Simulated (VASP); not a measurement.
Calculation: PBE GGA, VASP's PBE PAW potentials (set 64) (plane waves; VASP 6.6.1).

VASP ran on this input.

File POSCAR:
```
GeTe
1
    2.1130243230     1.2199548935     3.6269900355
   -2.1130243230     1.2199548935     3.6269900355
    0.0000000000    -2.4399108200     3.6269900416
Ge Te
1 1
Direct
  0.7656821057   0.7656821057   0.7656821056
  0.2343178943   0.2343178943   0.2343178944
```

INCAR:
```
ALGO = Normal
EDIFF = 1E-6
EDIFFG = -0.01
ENCUT = 400
GGA = PE
IBRION = 2
ISIF = 3
ISMEAR = 0
LASPH = T
LCHARG = F
LMAXMIX = 4
LREAL = F
LWAVE = F
NELM = 100
NSW = 60
PREC = Accurate
SIGMA = 0.05
SYSTEM = GeTe
```

File KPOINTS:
```
Automatic mesh
0
Gamma
7 7 7
0 0 0
```

POTCAR, in this order: Ge_d Te (PBE.64 set). Program: vasp_std.

Output

File OSZICAR:
```
       N       E                     dE             d eps       ncg     rms          rms(c)
DAV:   1     0.109384811635E+03    0.10938E+03   -0.90325E+03  1262   0.235E+03
DAV:   2     0.534814926920E+01   -0.10404E+03   -0.10121E+03  1304   0.427E+02
DAV:   3    -0.749565291588E+01   -0.12844E+02   -0.12765E+02  1580   0.110E+02
DAV:   4    -0.784693522584E+01   -0.35128E+00   -0.35123E+00  1334   0.194E+01
DAV:   5    -0.785705341882E+01   -0.10118E-01   -0.10118E-01  1604   0.374E+00    0.483E+00
DAV:   6    -0.784873712220E+01    0.83163E-02   -0.33731E-02  1596   0.159E+00    0.307E+00
DAV:   7    -0.785042556498E+01   -0.16884E-02   -0.15918E-02  1544   0.901E-01    0.228E-01
DAV:   8    -0.785031828858E+01    0.10728E-03   -0.19419E-03  1524   0.440E-01    0.100E-01
DAV:   9    -0.785042436432E+01   -0.10608E-03   -0.20648E-04  1318   0.996E-02    0.328E-02
DAV:  10    -0.785042903875E+01   -0.46744E-05   -0.98377E-06  1564   0.294E-02    0.137E-02
DAV:  11    -0.785043257132E+01   -0.35326E-05   -0.63445E-06  1268   0.192E-02    0.168E-03
DAV:  12    -0.785043262772E+01   -0.56395E-07   -0.14098E-07   808   0.491E-03
   1 F= -.78504326E+01 E0= -.78504326E+01  d E =-.785043E+01
       N       E                     dE             d eps       ncg     rms          rms(c)
DAV:   1    -0.785073094649E+01   -0.29838E-03   -0.45743E-03  1520   0.122E+00    0.105E-01
DAV:   2    -0.785051670896E+01    0.21424E-03   -0.32914E-04  1514   0.335E-01    0.510E-02
DAV:   3    -0.785044593024E+01    0.70779E-04   -0.13318E-04  1514   0.185E-01    0.120E-02
DAV:   4    -0.785044300481E+01    0.29254E-05   -0.55253E-06  1250   0.334E-02    0.966E-03
DAV:   5    -0.785044242172E+01    0.58309E-06   -0.12781E-06   664   0.167E-02
   2 F= -.78504424E+01 E0= -.78504424E+01  d E =-.979401E-05
       N       E                     dE             d eps       ncg     rms          rms(c)
DAV:   1    -0.785046508958E+01   -0.22085E-04   -0.34422E-04  1526   0.334E-01    0.290E-02
DAV:   2    -0.785044895435E+01    0.16135E-04   -0.25327E-05  1502   0.935E-02    0.141E-02
DAV:   3    -0.785044329687E+01    0.56575E-05   -0.10181E-05  1478   0.514E-02    0.321E-03
DAV:   4    -0.785044283633E+01    0.46054E-06   -0.37675E-07   628   0.928E-03
   3 F= -.78504428E+01 E0= -.78504428E+01  d E =-.102086E-04
       N       E                     dE             d eps       ncg     rms          rms(c)
DAV:   1    -0.785045006691E+01   -0.67700E-05   -0.11217E-04  1526   0.191E-01    0.167E-02
DAV:   2    -0.785044446578E+01    0.56011E-05   -0.84749E-06  1334   0.543E-02    0.821E-03
DAV:   3    -0.785044274438E+01    0.17214E-05   -0.33352E-06  1016   0.301E-02    0.171E-03
DAV:   4    -0.785044277207E+01   -0.27690E-07   -0.29559E-07   616   0.733E-03
   4 F= -.78504428E+01 E0= -.78504428E+01  d E =-.101444E-04
```

File OUTCAR:
```
------------------------ aborting loop because EDIFF is reached ----------------------------------------
  FORCE on cell =-STRESS in cart. coord.  units (eV):
  Direction    XX          YY          ZZ          XY          YZ          ZX
  --------------------------------------------------------------------------------------
  Total        0.0135591      0.0135591      0.0191947      0.0000000     -0.0000000      0.0000000
  in kB        0.3877024      0.3877024      0.5488446      0.0000000     -0.0000001      0.0000000
  external PRESSURE =       0.4414165 kB  Pullay stress =       0.0000000 kB
  volume of cell :       56.03
      direct lattice vectors                 reciprocal lattice vectors
     2.112015366  1.219372372  3.626258687     0.236740702  0.136682300  0.091922118
    -2.112015366  1.219372372  3.626258687    -0.236740702  0.136682300  0.091922118
     0.000000000 -2.438745777  3.626258693     0.000000000 -0.273364599  0.091922079
 POSITION                                       TOTAL-FORCE (eV/Angst)
 -----------------------------------------------------------------------------------
      0.00000     -0.00000      8.32958         0.000000      0.000000     -0.004815
      0.00000     -0.00000      2.54919         0.000000     -0.000000      0.004815
 -----------------------------------------------------------------------------------
    total drift:                                0.000000     -0.000000      0.001398
  FREE ENERGIE OF THE ION-ELECTRON SYSTEM (eV)
  ---------------------------------------------------
  free  energy   TOTEN  =        -7.8504427721 eV

  energy  without entropy=       -7.8504427721  energy(sigma->0) =       -7.85044277

 reached required accuracy - stopping structural energy minimisation
```
(Selected blocks of OUTCAR.)

**CONTCAR**
```
GeTe
   1.00000000000000
     2.1120153663207808    1.2193723722173111    3.6262586868900084
    -2.1120153663207808    1.2193723722173111    3.6262586868900084
     0.0000000000000000   -2.4387457767244163    3.6262586929158047
  Ge              Te
     1     1
Direct
     0.7656729375576232    0.7656729375576232    0.7656729374576218
     0.2343270624423768    0.2343270624423768    0.2343270625423782
```

OUTCAR:
```
 val. band max:        5.4278003890   @ k =   0.4286   0.2857   0.2857

 cond. band min:       6.2527365517   @ k =   0.4286   0.0000   0.0000


 Fermi energy:         5.7269638833

 k-point     1 :       0.0000    0.0000    0.0000
  band No.  band energies     occupation
      1     -19.1624      2.00000
      2     -19.1624      2.00000
      3     -19.1544      2.00000
      4     -19.1544      2.00000
      5     -19.1509      2.00000
      6      -7.3191      2.00000
      7       0.6518      2.00000
      8       3.8765      2.00000
      9       3.9755      2.00000
     10       3.9755      2.00000
     11       8.3227      0.00000
     12       8.8801      0.00000
     13       8.8801      0.00000
     14      11.4739      0.00000

 k-point     2 :       0.1429    0.0000   -0.0000
  band No.  band energies     occupation
      1     -19.1629      2.00000
      2     -19.1623      2.00000
      3     -19.1544      2.00000
      4     -19.1544      2.00000
      5     -19.1507      2.00000
      6      -7.1171      2.00000
      7      -0.1377      2.00000
      8       3.8091      2.00000
      9       3.9293      2.00000
     10       4.3940      2.00000
     11       7.9522      0.00000
     12       8.3569      0.00000
     13       8.3926      0.00000
     14      11.0144      0.00000

 k-point     3 :       0.2857    0.0000    0.0000
  band No.  band energies     occupation
      1     -19.1636      2.00000
      2     -19.1619      2.00000
      3     -19.1545      2.00000
      4     -19.1544      2.00000
      5     -19.1499      2.00000
      6      -6.5460      2.00000
      7      -1.6605      2.00000
      8       3.8224      2.00000
      9       3.8556      2.00000
     10       4.9006      2.00000
     11       6.9887      0.00000
     12       7.3701      0.00000
     13       7.4035      0.00000
     14      11.6952      0.00000

 k-point     4 :       0.4286    0.0000    0.0000
  band No.  band energies     occupation
...
```

Unless said otherwise, spin-orbit coupling is left out, though it shifts the bands of the heavy elements here.

The structure was generated: GeTe was put into the alpha-GeTe type (R3m), which need not be its known phase. This run relaxes it. Symmetry was kept, so distortions that lower it aren't found. The start is the result of an earlier pass.
